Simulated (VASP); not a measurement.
# Si16N (a cell with a defect) in VASP: notebook

One crystal, Si16N (a cell with a defect), is run at these levels: PBE; tasks: single point.

Everything below comes from runs of VASP 6.6.1. Logs are shortened: lines on timing, memory, paths and dates and some standing lists are left out, and cuts for length are marked.

**1. Starting point**

The cell holds a defect, 17 atoms: a = 7.679 Å, b = 7.679 Å, c = 7.679 Å, α = 60.00°, β = 60.00°, γ = 60.00°.

The cell was built by a generator and needn't be a form met in nature.

**2. Single point, PBE, collinear spin, zero start**

INCAR reads:

```
SYSTEM = Si16N
PREC     = Accurate       ! precision mode
ENCUT    = 520            ! plane-wave cutoff, eV
EDIFF    = 1E-6           ! SCF threshold, eV
ISMEAR   = -1             ! smearing method
SIGMA    = 0.02           ! smearing width, eV
LREAL    = Auto         
LASPH    = .TRUE.         ! aspherical terms in the spheres
NELM     = 150            ! most SCF steps
ALGO     = Normal         ! electronic algorithm
ISIF     = 2              ! what is computed and relaxed
LWAVE    = .FALSE.        ! write WAVECAR
LCHARG   = .TRUE.         ! write CHGCAR
ISPIN    = 2              ! spin polarisation
MAGMOM   = 0 0 0 0 0 0 0 0 0 0 0 0 0 0 0 0 0 ! initial moments
LORBIT   = 11             ! projections on sites
GGA      = PE             ! functional
LELF     = .TRUE.         ! ELF
LVHAR    = .TRUE.       
NBANDS   = 52             ! bands
```

KPOINTS reads:

```
Automatic mesh
0
G
  2 2 2
  0 0 0
```

POSCAR reads:

```
Si16N
1.0
    0.0000000000      5.4300000000      5.4300000000
    5.4300000000      0.0000000000      5.4300000000
    5.4300000000      5.4300000000      0.0000000000
Si N
16 1
Direct
   -0.0158655617      0.0254972376      0.0072651934
    0.1126519337      0.1154511971      0.1547513812
   -0.0215469613      0.0221731123      0.5159116022
    0.1087661142      0.1378453039      0.6477348066
   -0.0143462247      0.5184162063      0.0116390424
    0.1083885820      0.6520165746      0.1183149171
   -0.0099907919      0.5164180479      0.4850552486
    0.1196408840      0.5973572744      0.6411878453
    0.4683517495      0.0487200737      0.0062707182
    0.6257090239      0.1460773481      0.1024493554
    0.6151749540     -0.0637200737      0.4676795580
    0.5470718232      0.1572559853      0.6428729282
    0.4845856354      0.5115285451      0.0186372007
    0.6146961326      0.6525966851      0.1333701657
    0.4895119705      0.5159576427      0.5322191529
    0.6333333333      0.5930202578      0.6583793738
    0.3758471455      0.0991436464      0.6024953959
```

Potentials or basis: VASP PAW PBE potentials, release 64 (Si, N).

Started as:

```console
> cat potpaw_PBE.64/Si/POTCAR potpaw_PBE.64/N/POTCAR > POTCAR
> mpirun -np 1 vasp_std > vasp.out
```

OUTCAR:

```text
SYSTEM = Si16N
   PREC = Accurate
   ENCUT = 520
   EDIFF = 1E-6
   ISMEAR = -1
   LREAL = Auto
   LASPH = .TRUE.
   NELM = 150
   ISIF = 2
   ISPIN = 2
   LORBIT = 11
   GGA = PE

 ion  position               nearest neighbor table
   1  0.984  0.025  0.007-  10 2.25   4 2.25   2 2.31   6 2.34
   2  0.113  0.115  0.155-   9 2.26   3 2.27   1 2.31   5 2.53
   3  0.978  0.022  0.516-   2 2.27   4 2.37   8 2.67  12 2.71
   4  0.109  0.138  0.648-  17 1.79   1 2.25   3 2.37   7 2.39
   5  0.986  0.518  0.012-   6 2.28  14 2.33   8 2.34   2 2.53
   6  0.108  0.652  0.118-   5 2.28   7 2.30   1 2.34  13 2.37
   7  0.990  0.516  0.485-  16 2.27   6 2.30   8 2.32   4 2.39  11 3.06
   8  0.120  0.597  0.641-   7 2.32   5 2.34  15 2.35   3 2.67
   9  0.468  0.049  0.006-  10 2.22   2 2.26  12 2.31  14 2.49
  10  0.626  0.146  0.102-   9 2.22   1 2.25  13 2.31  11 2.42
  11  0.615  0.936  0.468-  17 1.76  16 2.26  12 2.38  10 2.42   7 3.06
  12  0.547  0.157  0.643-  17 1.78  15 2.31   9 2.31  11 2.38   3 2.71
  13  0.485  0.512  0.019-  16 2.27  10 2.31   6 2.37  14 2.42
  14  0.615  0.653  0.133-   5 2.33  13 2.42   9 2.49  15 2.50
  15  0.490  0.516  0.532-  16 2.19  12 2.31   8 2.35  14 2.50
  16  0.633  0.593  0.658-  15 2.19  11 2.26   7 2.27  13 2.27
  17  0.376  0.099  0.602-  11 1.76  12 1.78   4 1.79

  LATTYP: Found a face centered cubic cell.
 ALAT       =    10.8600000000

  Lattice vectors:

 A1 = (   0.0000000000,   5.4300000000,   5.4300000000)
 A2 = (   5.4300000000,   0.0000000000,   5.4300000000)
 A3 = (   5.4300000000,   5.4300000000,   0.0000000000)

Analysis of symmetry for initial positions (statically):
=====================================================================
 Subroutine PRICEL returns:
 Original cell was already a primitive cell.

 Routine SETGRP: Setting up the symmetry group for a
 face centered cubic supercell.

 Subroutine GETGRP returns: Found  1 space group operations
 (whereof  1 operations were pure point group operations)
 out of a pool of 48 trial point group operations.

The static configuration has the point symmetry C_1 .

Analysis of symmetry for dynamics (positions and initial velocities):
=====================================================================
 Subroutine PRICEL returns:
 Original cell was already a primitive cell.

 Routine SETGRP: Setting up the symmetry group for a
 face centered cubic supercell.

 Subroutine GETGRP returns: Found  1 space group operations
 (whereof  1 operations were pure point group operations)
 out of a pool of 48 trial point group operations.

The dynamic configuration has the point symmetry C_1 .

Analysis of structural, dynamic, and magnetic symmetry:
=====================================================================
 Subroutine PRICEL returns:
 Original cell was already a primitive cell.

 Routine SETGRP: Setting up the symmetry group for a
 face centered cubic supercell.

 Subroutine GETGRP returns: Found  1 space group operations
 (whereof  1 operations were pure point group operations)
 out of a pool of 48 trial point group operations.

The overall configuration has the point symmetry C_1 .

 Subroutine INISYM returns: Found  1 space group operations
 (whereof  1 operations are pure point group operations),
 and found     1 'primitive' translations

----------------------------------------------------------------------------------------

                                     Primitive cell

  volume of cell :     320.2060

  direct lattice vectors                    reciprocal lattice vectors
     0.000000000  5.430000000  5.430000000    -0.092081031  0.092081031  0.092081031
     5.430000000  0.000000000  5.430000000     0.092081031 -0.092081031  0.092081031
     5.430000000  5.430000000  0.000000000     0.092081031  0.092081031 -0.092081031

  length of vectors
     7.679179644  7.679179644  7.679179644     0.159489025  0.159489025  0.159489025

  position of ions in fractional coordinates (direct lattice)
     0.984134438  0.025497238  0.007265193
     0.112651934  0.115451197  0.154751381
     0.978453039  0.022173112  0.515911602
     0.108766114  0.137845304  0.647734807
[... 74 lines left out ...]
   dimension x,y,z NGXF=   120 NGYF=  120 NGZF=  120
   ions per type =              16   1
   NGX,Y,Z   is equivalent  to a cutoff of  12.99, 12.99, 12.99 a.u.
   NGXF,Y,Z  is equivalent  to a cutoff of  25.98, 25.98, 25.98 a.u.
 SYSTEM =  Si16N
   PREC   = accura    normal or accurate (medium, high low for compatibility)
   ISTART =      0    job   : 0-new  1-cont  2-samecut
   ICHARG =      2    charge: 1-file 2-atom 10-const
   ISPIN  =      2    spin polarized calculation?
   LNONCOLLINEAR =      F non collinear calculations
   LSORBIT =      F    spin-orbit coupling
   LASPH  =      T    aspherical Exc in radial PAW
   ENCUT  =  520.0 eV  38.22 Ry    6.18 a.u.  14.28 14.28 14.28*2*pi/ulx,y,z
   NELM   =    150;   NELMIN=  2; NELMDL= -5     # of ELM steps
   EDIFF  = 0.1E-05   stopping-criterion for ELM
   LREAL  =      T    real-space projection
   EDIFFG = 0.1E-04   stopping-criterion for IOM
   NSW    =      0    number of steps for IOM
   IBRION =     -1    ionic relax: 0-MD 1-quasi-New 2-CG
   NFREE  =      0    steps in history (QN), initial steepest desc. (CG)
   ISIF   =      2    stress and relaxation
   ISYM   =      2    0-nonsym 1-usesym 2-fastsym
   POTIM  = 0.5000    time-step for ionic-motion
   TEBEG  =    0.0;   TEEND  =   0.0 temperature during run
   PSTRESS=    0.0 pullay stress
   NELECT =      69.0000    total number of electrons
   NUPDOWN=      -1.0000    fix difference up-down
   EMIN   =  10.00;   EMAX   =-10.00  energy-range for DOS
   EFERMI =   0.00;   METHOD = LEGACY
   ISMEAR =    -1;   SIGMA  =   0.02  broadening in eV -4-tet -1-fermi 0-gaus
   EFERMI_NEDOS =   21; number of points for ismear=-14 and -15
   IALGO  =     38    algorithm
   IMIX   =      4    mixing-type and parameters
     AMIX     =   0.40;   BMIX     =  1.00
     AMIX_MAG =   1.60;   BMIX_MAG =  1.00
  volume/ion in A,a.u.               =      18.84       127.11
  Fermi-wavevector in a.u.,A,eV,Ry     =   0.981480  1.854728 13.106528  0.963303
  Thomas-Fermi vector in A             =   2.112490
   LORBIT       =     11    0 simple, 1 ext, 2 COOP (PROOUT), +10 PAW based schemes
   GGA     = PE    functional components
   LHFCALC =     F    Hartree Fock is set to
   AEXX    =    0.0000 exact exchange contribution
   IVDW    =     0    specifies the selected vdW correction
   LEPSILON=     F    determine dielectric tensor
   LRPA    =     F    only Hartree local field effects (RPA)
 spin polarized calculation
  energy-cutoff  :      520.00
  volume of cell :      320.21
 maximum number of plane-waves:      8646
 NGX is ok and might be reduce to    60
   NGX = 29   NGY = 29   NGZ = 29

 number of electron      69.0000000 magnetization      -0.0000025

 number of electron      69.0000000 magnetization       0.0000017

 Free energy of the ion-electron system (eV)
  ---------------------------------------------------
  ext. energy  EPLUGINS =         0.00000000
  ---------------------------------------------------
  free energy    TOTEN  =       -90.85127493 eV

  energy without entropy =      -90.85019839  energy(sigma->0) =      -90.85073666

 E-fermi :   6.2875     XC(G=0):  -9.5499

 val. band max:        6.2118741276   @ k =   0.5000   0.0000   0.0000
 cond. band min:       6.3632413082   @ k =   0.0000   0.5000   0.5000
 fundamental gap:      0.1513671806
 Fermi energy:         6.2875074648

 spin component 1

 k-point     1 :       0.0000    0.0000    0.0000
  band No.  band energies     occupation
      1     -10.3989      1.00000
      2      -5.8312      1.00000
      3      -4.2346      1.00000
      4      -4.0553      1.00000
      5      -3.7199      1.00000
      6      -3.1245      1.00000
[... 381 lines left out ...]
     45       9.9241      0.00000
     46       9.9909      0.00000
 Fermi energy:         6.2875074648

 spin component 2

 k-point     1 :       0.0000    0.0000    0.0000
  band No.  band energies     occupation
      1     -10.3989      1.00000
      2      -5.8312      1.00000
      3      -4.2346      1.00000
      4      -4.0553      1.00000
      5      -3.7199      1.00000
      6      -3.1245      1.00000
[... 381 lines left out ...]
     45       9.9241      0.00000
     46       9.9909      0.00000
 [bands above 46 left out]

------------------------ aborting loop because EDIFF is reached ----------------------------------------

  FORCE on cell =-STRESS in cart. coord.  units (eV):
  Direction    XX          YY          ZZ          XY          YZ          ZX
  --------------------------------------------------------------------------------------
  -------------------------------------------------------------------------------------
  Total       13.3787590      6.7130894      9.0353394      3.0901274      2.6869908     -2.5375090
  in kB       66.9417296     33.5894994     45.2090694     15.4617083     13.4445812    -12.6966364
  external PRESSURE =      48.5800994 kB  Pullay stress =       0.0000000 kB

 VOLUME and BASIS-vectors are now :
 -----------------------------------------------------------------------------
  energy-cutoff  :      520.00
  volume of cell :      320.21
      direct lattice vectors                 reciprocal lattice vectors
     0.000000000  5.430000000  5.430000000    -0.092081031  0.092081031  0.092081031
     5.430000000  0.000000000  5.430000000     0.092081031 -0.092081031  0.092081031
     5.430000000  5.430000000  0.000000000     0.092081031  0.092081031 -0.092081031

 POSITION                                       TOTAL-FORCE (eV/Angst)
 -----------------------------------------------------------------------------------
      0.17790      5.38330      5.48230        -0.298693      0.251172     -0.104089
      1.46720      1.45200      1.23860         1.336067     -1.124074      0.645557
      2.92180      8.11440      5.43340        -0.341764      0.892386     -1.650724
      4.26570      4.10780      1.33910        -0.234596     -0.339149      1.386615
      2.87820      5.41530      8.16710        -1.070578     -0.093268     -1.002269
      4.18290      1.23100      4.12900        -0.202309      0.189622      0.420426
[... 9 lines left out ...]
      6.79510      7.01400      6.65910         0.280427      0.329490      0.170817
      3.80990      5.31240      2.57920        -0.394842      0.038999      0.021584
 -----------------------------------------------------------------------------------
    total drift:                                0.000084      0.001176     -0.001355

  FREE ENERGIE OF THE ION-ELECTRON SYSTEM (eV)
  ---------------------------------------------------
  free  energy   TOTEN  =       -90.8512749266 eV

  energy  without entropy=      -90.8501983906  energy(sigma->0) =      -90.85073666

 total charge

# of ion       s       p       d       tot
------------------------------------------
    1        0.748   0.994   0.000   1.743
    2        0.747   0.965   0.000   1.712
    3        0.783   0.835   0.000   1.618
    4        0.752   0.924   0.000   1.675
    5        0.743   0.944   0.000   1.687
    6        0.742   0.970   0.000   1.712
[... 9 lines left out ...]
   16        0.757   1.030   0.000   1.787
   17        1.254   2.578   0.000   3.831
--------------------------------------------------
tot         13.291  17.705   0.000  30.996

 magnetization (x)

# of ion       s       p       d       tot
------------------------------------------
    1       -0.000  -0.000   0.000  -0.000
    2        0.000   0.000   0.000   0.000
    3        0.000   0.000   0.000   0.000
    4       -0.000   0.000   0.000  -0.000
    5       -0.000   0.000   0.000  -0.000
    6       -0.000  -0.000   0.000  -0.000
[... 9 lines left out ...]
   16        0.000   0.000   0.000   0.000
   17       -0.000   0.000   0.000   0.000
--------------------------------------------------
tot         -0.000   0.000   0.000   0.000
```

Wall time 6.7 min (1 thread of AMD EPYC 9R45 (Zen 5), shared host); peak memory 0.68 GiB.

What came out:

```
Free energy                                           : -90.8513 eV
Pressure                                              : 4.9 GPa
Largest force                                         : 2.711 eV/Å
Band gap on the k mesh                                : none (metal or under the smearing width)
Net moment                                            : 0.00 μB per cell
Valence electrons inside the program's atomic spheres : Si 1.74, 1.71, 1.62, 1.68, 1.69, 1.72, 1.66, 1.73, 1.64, 1.70, 1.79; N 3.83
```

Forces on the atoms (eV/Å):
```
Si  -0.299  0.251 -0.104
Si   1.336 -1.124  0.646
Si  -0.342  0.892 -1.651
Si  -0.235 -0.339  1.387
Si  -1.071 -0.093 -1.002
Si  -0.202  0.190  0.420
Si  -0.280  1.192 -0.528
Si   1.574 -0.582  1.278
Si  -1.785  0.613 -1.043
Si   0.939  0.923 -0.323
Si   0.287 -1.196  0.575
Si  -0.267  0.699  0.424
Si   1.168  0.626  0.354
Si   0.727 -0.127 -0.485
Si  -1.437 -2.295 -0.140
Si   0.280  0.329  0.171
N   -0.395  0.039  0.022
```

Stress tensor (GPa, compression positive):
```
 6.69  1.55 -1.27
 1.55  3.36  1.34
-1.27  1.34  4.52
```

Caveat: the k mesh is coarse (spacing up to 0.50 Å⁻¹), so the values aren't converged.

**3. Single point, PBE, collinear spin, zero start**

INCAR reads:

```
SYSTEM = Si16N
  ALGO = Fast
  EDIFF = 1E-6
  ENCUT = 520
  GGA = PE
  ISIF = 2
  ISMEAR = -1
  ISPIN = 2
  LASPH = .TRUE.
  LCHARG = .FALSE.
  LORBIT = 11
  LREAL = Auto
  LWAVE = .FALSE.
  MAGMOM = 0 0 0 0 0 0 0 0 0 0 0 0 0 0 0 0 0
  NBANDS = 52
  NELM = 150
  PREC = Accurate
  SIGMA = 0.02
```

KPOINTS reads:

```
k-points
0
G
  2 2 2
  0 0 0
```

POSCAR reads:

```
Si16N
1.0
    0.0000000000      5.4300000000      5.4300000000
    5.4300000000      0.0000000000      5.4300000000
    5.4300000000      5.4300000000      0.0000000000
Si N
16 1
Direct
   -0.0154327808      0.0320626151      0.0000552486
    0.1032780847      0.1354511971      0.1517127072
   -0.0171915285     -0.0243554328      0.5351473297
    0.1050828729      0.1471823204      0.6247145488
   -0.0146224678      0.4980662983      0.0097790055
    0.1159668508      0.6632965009      0.0964088398
   -0.0006445672      0.4988213628      0.4776243094
    0.1260957643      0.5953775322      0.6375322284
    0.4834069982      0.0399079190     -0.0046040516
    0.6203959484      0.1479281768      0.1325690608
    0.6047237569     -0.0548158379      0.4676151013
    0.5420534070      0.1605064457      0.6353683241
    0.4809116022      0.5216666667      0.0488858195
    0.6027992634      0.6731491713      0.1445119705
    0.4947145488      0.5255801105      0.5073480663
    0.6409852670      0.5880755064      0.6812062615
    0.3631123389      0.0965193370      0.5982136280
```

Potentials or basis: VASP PAW PBE potentials, release 64 (Si, N).

Started as:

```console
> cat potpaw_PBE.64/Si/POTCAR potpaw_PBE.64/N/POTCAR > POTCAR
> mpirun -np 1 vasp_std > vasp.out
```

It took 5.8 min on 1 thread of AMD EPYC 9R45 (Zen 5), shared host; peak memory 0.66 GiB.

It converged, with:

- Free energy: -91.0826 eV
- Pressure: 3.8 GPa
- Largest force: 1.561 eV/Å
- Band gap on the k mesh: none (metal or under the smearing width)
- Net moment: 0.00 μB per cell
- Valence electrons inside the program's atomic spheres: Si 1.72, 1.69, 1.61, 1.70, 1.68, 1.71, 1.74, 1.63; N 3.85

Forces on the atoms (eV/Å):
```
Si  -0.135 -0.386  0.538
Si  -0.252  0.770 -0.643
Si   0.128 -0.351  0.552
Si  -0.328  0.768 -1.135
Si   0.986 -0.349  0.665
Si  -0.121  0.267 -1.033
Si   0.951 -0.249  0.972
Si   0.351 -0.881  0.068
Si   0.947  0.277 -0.111
Si  -0.841 -1.306  0.159
Si  -0.404  0.795 -0.918
Si  -0.280  0.079  0.393
Si  -0.350 -0.219 -0.164
Si  -1.091  0.336  0.375
Si   0.788  0.871 -0.285
Si  -0.849 -1.282 -0.048
N    0.498  0.859  0.616
```

Stress tensor (GPa, compression positive):
```
 5.84 -2.00 -1.33
-2.00  3.12 -2.15
-1.33 -2.15  2.58
```

Levels at points of the mesh, in eV from the Fermi level:
Spin up:
```tsv
k point	band 31	band 32	band 33	band 34	band 35	band 36	band 37	band 38
(0.00, 0.00, 0.00)	-1.30	-0.74	-0.64	-0.38	-0.10	0.05	0.49	0.53
(0.50, 0.00, 0.00)	-1.57	-1.18	-0.76	-0.30	-0.08	0.62	1.11	1.12
(0.00, 0.50, 0.00)	-1.30	-1.03	-0.91	-0.79	-0.07	0.72	0.85	1.06
(0.00, 0.00, 0.50)	-1.26	-1.01	-0.87	-0.72	-0.08	0.81	0.88	1.13
(0.50, 0.50, 0.50)	-1.63	-1.22	-1.01	-0.91	0.46	0.58	0.76	1.11
(0.50, 0.50, 0.00)	-1.71	-1.60	-1.39	-0.85	0.43	0.97	1.25	1.76
(0.00, 0.50, 0.50)	-1.64	-1.52	-1.46	-0.56	0.09	0.68	0.90	1.58
(0.50, 0.00, 0.50)	-1.79	-1.63	-1.42	-0.99	0.50	0.93	1.20	1.79
```
Spin down:
```csv
k point,band 31,band 32,band 33,band 34,band 35,band 36,band 37,band 38
"(0.00, 0.00, 0.00)",-1.30,-0.74,-0.64,-0.38,-0.10,0.05,0.49,0.53
"(0.50, 0.00, 0.00)",-1.57,-1.18,-0.76,-0.30,-0.08,0.62,1.11,1.12
"(0.00, 0.50, 0.00)",-1.30,-1.03,-0.91,-0.79,-0.07,0.72,0.85,1.06
"(0.00, 0.00, 0.50)",-1.26,-1.01,-0.87,-0.72,-0.08,0.81,0.88,1.13
"(0.50, 0.50, 0.50)",-1.63,-1.22,-1.01,-0.91,0.46,0.58,0.76,1.11
"(0.50, 0.50, 0.00)",-1.71,-1.60,-1.39,-0.85,0.43,0.97,1.25,1.76
"(0.00, 0.50, 0.50)",-1.64,-1.52,-1.46,-0.56,0.09,0.68,0.90,1.58
"(0.50, 0.00, 0.50)",-1.79,-1.63,-1.42,-0.99,0.50,0.93,1.20,1.79
```

Caveat: the k mesh is coarse (spacing up to 0.50 Å⁻¹), so the values aren't converged.

(Continued in part 2 of 2.)
